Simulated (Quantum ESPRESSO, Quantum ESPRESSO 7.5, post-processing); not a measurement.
## 2H-MoS2, 1 layer: k-mesh convergence

Wanted: the cheapest sound input for 2H-MoS2, 1 layer, from a series that sets result against time.

Program: Quantum ESPRESSO 7.5. Level of theory: plane-wave DFT, PBE, PseudoDojo norm-conserving pseudopotentials. Results are calculated unless marked as measured.

Report form: the programs' logs are mostly left out.

## 1. The structure

The cell holds 3 atoms: 2 S and 1 Mo. Cell: a = 3.180 Å, b = 3.180 Å, c = 20.263 Å, α = 90.0°, β = 90.0°, γ = 120.0°. It derives from MoS2. Vacuum lies along c.

Structure file:

```cif
data_structure
_symmetry_space_group_name_H-M 'P 1'
_symmetry_Int_Tables_number 1
_cell_length_a 3.1800
_cell_length_b 3.1800
_cell_length_c 20.2626
_cell_angle_alpha 90.000
_cell_angle_beta 90.000
_cell_angle_gamma 120.000
_cell_volume 177.45
loop_
_atom_site_label
_atom_site_type_symbol
_atom_site_fract_x
_atom_site_fract_y
_atom_site_fract_z
_atom_site_occupancy
S1 S 0.33333 0.66667 0.91949 1
Mo2 Mo 0.00000 0.00000 0.00000 1
S3 S 0.33333 0.66667 0.08051 1
```

## 2. Ground state: 23×23×1 points

The first run is the reference of the series.

c0.in

```
&control
  prefix = 'c0'
  outdir = './out'
  pseudo_dir = './pseudo'
  calculation = 'scf'
  tprnfor = .true.
/
&system
  ibrav = 0
  nat = 3
  ntyp = 2
  ecutwfc = 72
  ecutrho = 288
  occupations = 'smearing'
  smearing = 'fd'
  degauss = 0.004
  assume_isolated = 'esm'
  esm_bc = 'bc1'
/
&electrons
  conv_thr = 1e-07
  mixing_beta = 0.4
  electron_maxstep = 120
  mixing_mode = 'local-TF'
/
ATOMIC_SPECIES
  S   32.0600  S.dojo-sr-pbe-0.4.1-standard.upf
  Mo  95.9500  Mo.dojo-sr-pbe-0.4.1-standard.upf
CELL_PARAMETERS angstrom
  3.18000000000000 0.00000000000000 0.00000000000000
  -1.59000000000000 2.75396078403451 0.00000000000000
  0.00000000000000 0.00000000000000 20.26259773799958
ATOMIC_POSITIONS crystal
  S   0.333333333333 0.666666666667 -0.080507884038
  Mo  0.000000000000 0.000000000000 0.000000000000
  S   0.333333333333 0.666666666667 0.080507884038
K_POINTS automatic
  23 23 1 0 0 0
```

Launch:

```sh
$ OMP_NUM_THREADS=1 mpirun -n 4 pw.x -nk 4 -in c0.in > c0.out
```

Wall time 4.4 min (4 MPI ranks of Arm Neoverse V1, shared host); peak memory 0.71 GiB.

Read from the output:

* free energy: -2515.6102 eV
* Fermi energy: -5.037 eV
* valence top, on the run's zero: -5.858 eV
* conduction bottom, on the run's zero: -4.162 eV
* gap by band count: 1.696 eV
* vacuum line at the lower end of the cell, over the valence top: 5.858 eV
* vacuum line at the upper end of the cell, over the valence top: 5.858 eV

Electrostatic potential energy of an electron; zero at the highest filled level of the SCF mesh. The potential energy, planar mean by z:

| z (Å) | potential energy, planar mean (eV) |
| --- | --- |
| -10.0 | 5.86 |
| -9.5 | 5.86 |
| -9.0 | 5.86 |
| -8.5 | 5.86 |
| -8.0 | 5.86 |
| -7.5 | 5.86 |
| -7.0 | 5.86 |
| -6.5 | 5.86 |
| -6.0 | 5.86 |
| -5.5 | 5.86 |
| -5.0 | 5.86 |
| -4.5 | 5.85 |
| -4.0 | 5.83 |
| -3.5 | 5.72 |
| -3.0 | 5.19 |
| -2.5 | 2.59 |
| -2.0 | -7.21 |
| -1.5 | -12.7 |
| -1.0 | -4.93 |
| -0.5 | -12.6 |
| 0.0 | -31.6 |
| 0.5 | -12.6 |
| 1.0 | -4.93 |
| 1.5 | -12.7 |
| 2.0 | -7.21 |
| 2.5 | 2.59 |
| 3.0 | 5.19 |
| 3.5 | 5.72 |
| 4.0 | 5.83 |
| 4.5 | 5.85 |
| 5.0 | 5.86 |
| 5.5 | 5.86 |
| 6.0 | 5.86 |
| 6.5 | 5.86 |
| 7.0 | 5.86 |
| 7.5 | 5.86 |
| 8.0 | 5.86 |
| 8.5 | 5.86 |
| 9.0 | 5.86 |
| 9.5 | 5.86 |
| 10.0 | 5.86 |

The program's own clock; routines nest. Time by routine:

| routine | wall time (s) | calls |
| --- | --- | --- |
| PWSCF | 262 | 1 |
| electrons | 258.8 | 1 |
| c_bands | 205.6 | 32 |
| cegterg | 185.2 | 448 |
| h_psi | 163.4 | 2586 |
| fftw | 152.7 | 58538 |
| vloc_psi | 145.2 | 2586 |
| sum_band | 24.7 | 32 |
| mix_rho | 24.7 | 32 |
| ffts | 16.01 | 3507 |
| add_vuspsi | 9.05 | 2586 |
| calbec | 9.02 | 2642 |
| h_psi:calbec | 8.72 | 2586 |
| init_us_2 | 3.5 | 924 |

The vacuum levels are read from the outermost 0.7 Å of the cell on either side.

The run needed 32 iterations to bring the estimated error under 1e-07 Ry; the largest force on any atom, held or free, is 1.14 eV/Å.

Inside the slab this potential holds the local part of the pseudopotentials, which can be repulsive at the nuclei; only its value in the vacuum has a meaning of its own.

## 3. SCF with pw.x: 17×17×1 points

c1.in, as its differences from the input of step 2:

```diff
@@ -1,3 +1,3 @@
 &control
-  prefix = 'c0'
+  prefix = 'c1'
   outdir = './out'
@@ -37,2 +37,2 @@
 K_POINTS automatic
-  23 23 1 0 0 0
+  17 17 1 0 0 0
```

Launch:

```sh
$ OMP_NUM_THREADS=1 mpirun -n 4 pw.x -nk 4 -in c1.in > c1.out
```

Elapsed: 3.1 min, on 4 MPI ranks; peak memory 0.58 GiB; 12 min of CPU time.

Read from the output:

```
Fermi energy                                                   : -5.040 eV
valence top, on the run's zero                                 : -5.874 eV
conduction bottom, on the run's zero                           : -4.161 eV
gap by band count                                              : 1.713 eV
vacuum line at the lower end of the cell, over the valence top : 5.874 eV
vacuum line at the upper end of the cell, over the valence top : 5.874 eV
```

The program's own clock; routines nest. Time by routine:

| routine | wall time (s) | calls |
| --- | --- | --- |
| PWSCF | 184.3 | 1 |
| electrons | 182 | 1 |
| c_bands | 130.5 | 36 |
| cegterg | 115.8 | 324 |
| h_psi | 102.3 | 1716 |
| fftw | 96.54 | 37114 |
| vloc_psi | 90.33 | 1716 |
| mix_rho | 29.44 | 36 |
| ffts | 18.92 | 4147 |
| sum_band | 17.65 | 36 |
| add_vuspsi | 6 | 1716 |
| calbec | 5.92 | 1752 |
| h_psi:calbec | 5.72 | 1716 |
| v_of_rho | 3.8 | 37 |

Counted from each run's own zero (the valence top), the vacuum level differs from the first run's by +17 meV.

## 4. SCF with pw.x: 12×12×1 points

c2.in, as its differences from the input of step 3:

```diff
@@ -1,3 +1,3 @@
 &control
-  prefix = 'c1'
+  prefix = 'c2'
   outdir = './out'
@@ -37,2 +37,2 @@
 K_POINTS automatic
-  17 17 1 0 0 0
+  12 12 1 0 0 0
```

Launch:

```sh
$ OMP_NUM_THREADS=1 mpirun -n 4 pw.x -nk 4 -in c2.in > c2.out
```

Run time: 100 s. Hardware: 4 MPI ranks; peak memory 0.57 GiB; 6.6 min of CPU time.

Read from the output:

- Fermi energy: -5.033 eV
- valence top, on the run's zero: -5.838 eV
- gap by band count: 1.677 eV
- vacuum line at the lower end of the cell, over the valence top: 5.838 eV
- vacuum line at the upper end of the cell, over the valence top: 5.838 eV

The program's own clock; routines nest. Time by routine:

| routine | wall time (s) | calls |
| --- | --- | --- |
| PWSCF | 99.17 | 1 |
| electrons | 97.52 | 1 |
| c_bands | 60.82 | 31 |
| cegterg | 54.21 | 155 |
| h_psi | 48.15 | 726 |
| fftw | 45.91 | 17539 |
| vloc_psi | 42.57 | 726 |
| mix_rho | 23.97 | 31 |
| ffts | 15.32 | 3365 |
| sum_band | 8.96 | 31 |
| v_of_rho | 3.3 | 32 |
| calbec | 2.79 | 746 |
| add_vuspsi | 2.77 | 726 |
| h_psi:calbec | 2.68 | 726 |

Counted from each run's own zero (the valence top), the vacuum level differs from the first run's by -20 meV.

## 5. Ground state: 9×9×1 points

c3.in, as its differences from the input of step 4:

```diff
@@ -1,3 +1,3 @@
 &control
-  prefix = 'c2'
+  prefix = 'c3'
   outdir = './out'
@@ -37,2 +37,2 @@
 K_POINTS automatic
-  12 12 1 0 0 0
+  9 9 1 0 0 0
```

Launch:

```sh
$ OMP_NUM_THREADS=1 mpirun -n 4 pw.x -nk 4 -in c3.in > c3.out
```

It took 50 s on 4 MPI ranks; peak memory 0.52 GiB; 3.3 min of CPU time.

This step gave:

```
Fermi energy                                                   : -5.025 eV
valence top, on the run's zero                                 : -5.843 eV
conduction bottom, on the run's zero                           : -4.106 eV
gap by band count                                              : 1.736 eV
vacuum line at the lower end of the cell, over the valence top : 5.843 eV
vacuum line at the upper end of the cell, over the valence top : 5.843 eV
```

The program's own clock; routines nest. Time by routine:

| routine | wall time (s) | calls |
| --- | --- | --- |
| PWSCF | 49.51 | 1 |
| electrons | 48.2 | 1 |
| c_bands | 26.44 | 20 |
| cegterg | 23.13 | 60 |
| h_psi | 20.42 | 336 |
| fftw | 19.03 | 7394 |
| vloc_psi | 17.99 | 336 |
| mix_rho | 15.63 | 20 |
| ffts | 9.98 | 2181 |
| sum_band | 3.65 | 20 |
| v_of_rho | 2.21 | 21 |
| calbec | 1.23 | 348 |
| add_vuspsi | 1.21 | 336 |
| h_psi:calbec | 1.16 | 336 |

Counted from each run's own zero (the valence top), the vacuum level differs from the first run's by -15 meV.

## 6. Self-consistent run: 6×6×1 points

c4.in, as its differences from the input of step 5:

```diff
@@ -1,3 +1,3 @@
 &control
-  prefix = 'c3'
+  prefix = 'c4'
   outdir = './out'
@@ -37,2 +37,2 @@
 K_POINTS automatic
-  9 9 1 0 0 0
+  6 6 1 0 0 0
```

Launch:

```sh
$ OMP_NUM_THREADS=1 mpirun -n 4 pw.x -nk 2 -in c4.in > c4.out
```

The job ended after 38 s (4 MPI ranks; peak memory 0.37 GiB).

This step gave:

```
free energy                                                    : -2515.6092 eV
Fermi energy                                                   : -5.032 eV
valence top, on the run's zero                                 : -5.839 eV
conduction bottom, on the run's zero                           : -4.163 eV
gap by band count                                              : 1.676 eV
vacuum line at the lower end of the cell, over the valence top : 5.839 eV
vacuum line at the upper end of the cell, over the valence top : 5.839 eV
```

The program's own clock; routines nest. Time by routine:

| routine | wall time (s) | calls |
| --- | --- | --- |
| PWSCF | 37.49 | 1 |
| electrons | 36.66 | 1 |
| c_bands | 23.11 | 25 |
| cegterg | 21.54 | 100 |
| h_psi | 19.02 | 572 |
| fftw | 17.96 | 12626 |
| vloc_psi | 16.89 | 572 |
| mix_rho | 8.92 | 25 |
| ffts | 5.49 | 2695 |
| sum_band | 3.09 | 25 |
| v_of_rho | 1.29 | 26 |
| calbec | 1.07 | 588 |
| add_vuspsi | 1.05 | 572 |
| h_psi:calbec | 1.02 | 572 |

Counted from each run's own zero (the valence top), the vacuum level differs from the first run's by -19 meV.

## 7. Self-consistent run: 4×4×1 points

c5.in, as its differences from the input of step 6:

```diff
@@ -1,3 +1,3 @@
 &control
-  prefix = 'c4'
+  prefix = 'c5'
   outdir = './out'
@@ -37,2 +37,2 @@
 K_POINTS automatic
-  6 6 1 0 0 0
+  4 4 1 0 0 0
```

Launch:

```sh
$ OMP_NUM_THREADS=1 mpirun -n 4 pw.x -nk 1 -in c5.in > c5.out
```

Run time: 23 s. Hardware: 4 MPI ranks; peak memory 0.29 GiB; 90 s of CPU time.

This step gave:

* free energy: -2515.6609 eV
* Fermi energy: -5.053 eV
* valence top, on the run's zero: -6.100 eV
* conduction bottom, on the run's zero: -3.915 eV
* gap by band count: 2.185 eV
* vacuum line at the lower end of the cell, over the valence top: 6.100 eV
* vacuum line at the upper end of the cell, over the valence top: 6.100 eV

The program's own clock; routines nest. Time by routine:

| routine | wall time (s) | calls |
| --- | --- | --- |
| PWSCF | 21.99 | 1 |
| electrons | 21.52 | 1 |
| c_bands | 12.78 | 29 |
| cegterg | 12.35 | 116 |
| h_psi | 10.81 | 640 |
| fftw | 10.24 | 14206 |
| vloc_psi | 9.59 | 640 |
| mix_rho | 6.1 | 29 |
| ffts | 3.67 | 3473 |
| sum_band | 1.77 | 29 |
| v_of_rho | 0.88 | 30 |
| calbec | 0.62 | 656 |
| h_psi:calbec | 0.6 | 640 |
| add_vuspsi | 0.59 | 640 |

Counted from each run's own zero (the valence top), the vacuum level differs from the first run's by +242 meV.

## 8. The series side by side

All levels:

| level | vacuum level over the valence top (eV) | its change from the first (meV) | energy from the first (meV an atom) | SCF iterations | wall time (s) | peak memory (GiB) | CPU time (s) |
| --- | --- | --- | --- | --- | --- | --- | --- |
| 23×23×1 points | 5.858 | 0 | 0 | 32 | 262.6 | 0.71 | 1047 |
| 17×17×1 points | 5.874 | 16.62 | -7.71e-4 | 36 | 184.9 | 0.58 | 739 |
| 12×12×1 points | 5.838 | -20.02 | 0.002358 | 31 | 99.71 | 0.57 | 398.5 |
| 9×9×1 points | 5.843 | -15.28 | 0.01569 | 20 | 50.05 | 0.52 | 199.9 |
| 6×6×1 points | 5.839 | -19.05 | 0.3234 | 25 | 38.04 | 0.37 | 151.9 |
| 4×4×1 points | 6.1 | 242 | -16.9 | 29 | 22.53 | 0.29 | 89.86 |

## 9. Summary of results

| Item | Value |
| --- | --- |
| vacuum level over the valence top of the mesh, 23×23×1 points | 5.858 eV |
| vacuum level over the valence top of the mesh, 17×17×1 points | 5.874 eV |
| vacuum level over the valence top of the mesh, 12×12×1 points | 5.838 eV |
| vacuum level over the valence top of the mesh, 9×9×1 points | 5.843 eV |
| vacuum level over the valence top of the mesh, 6×6×1 points | 5.839 eV |
| vacuum level over the valence top of the mesh, 4×4×1 points | 6.100 eV |

In words: The vacuum level over the valence top of the mesh, 17×17×1 points is 5.874 eV. Over the series the energy moves by up to 16.9 meV an atom and the vacuum level by up to 242 meV. The finest mesh is no multiple of three and misses K, where sheets of this type often have their valence top, so it is no sound reference for this level: compare the meshes that hold K among themselves. The times come from a shared host and are rough. Peak memory is sampled during the run and can miss the peak. The geometry is as built, not relaxed.

[Logs are printed without paths, hosts, clocks, repeated set-up lines and the standing remarks that a program may print on its own settings, such as how far it seeks lower states.]

[Hosts, paths, dates, database ids (printed as entryN), source tags and the programs' standing remarks are cut or masked in the printed files.]

[Maps of the electrostatic potential energy from Ansatz leave out the sawtooth potential of an applied field or a dipole correction, so their vacuum need not be flat; planar profiles and work functions include it.]
